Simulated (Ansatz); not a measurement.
Runs of Ansatz 0.2.0 on GaN. The structure is cubic, space group Fm-3m (No. 225). Conventional cell: a = 4.270 Å, b = 4.270 Å, c = 4.270 Å, α = 90.00°, β = 90.00°, γ = 90.00°. Ga (site symmetry m-3m) has 6 N at 2.14 Å as nearest neighbours. N (site symmetry m-3m) is surrounded by 6 Ga at 2.14 Å. Measurements of this composition are mostly on another form, of space group No. 186.

```csv
task,level,cell,k mesh,smearing,atoms under strain,gap on the mesh (eV),pressure (GPa),relaxed volume (Å³/atom)
relaxation of cell and atoms,BLYP+D4,relaxed,11 × 11 × 11,fermi-dirac 0.05 eV,-,0.65,0.0,(b)
phonons,LDA,as given,8 × 8 × 8,fixed,-,0.22,-,-
relaxation of cell and atoms,revPBE+D3(BJ),relaxed,11 × 11 × 11,fermi-dirac 0.05 eV,-,0.84,0.0,9.41
relaxation of cell and atoms,revPBE+D4,relaxed,11 × 11 × 11,fermi-dirac 0.05 eV,-,0.96,0.0,9.23
relaxation of cell and atoms,RPBE+D4,relaxed,11 × 11 × 11,fermi-dirac 0.05 eV,-,0.98,0.0,9.24
relaxation of cell and atoms,BLYP+D3(BJ),relaxed,11 × 11 × 11,fermi-dirac 0.05 eV,-,0.54,0.0,(a)
elastic constants,LDA,as given,8 × 8 × 8,fixed,relaxed,0.22,-13.7,-
```

Alike in all rows: potentials or basis Ansatz PAW; no spin polarisation; cutoff (eV) 420.

Problem. Estimate the missing entries.

Solution. (a) 9.57; (b) 9.42.

Caveats: the PAW data sets come from PBE, with cores solved anew for the run's functional, which leaves a small shift of forces and pressure; odd divisions of the mesh miss points on the zone boundary, where band edges often lie, so the gap on the mesh can be too wide (some runs); the plane-wave basis is chosen anew once the cell has moved, so the energies of steps on either side of that aren't comparable (some runs); the gap is small at this level, which inflates the dielectric constant (some runs); the cell is more than 3 GPa from zero pressure, which shifts response properties (some runs).

A k mesh can miss the band edges, and the runs leave out spin-orbit coupling on Ga.

Runs at the PBE level aren't shown here.
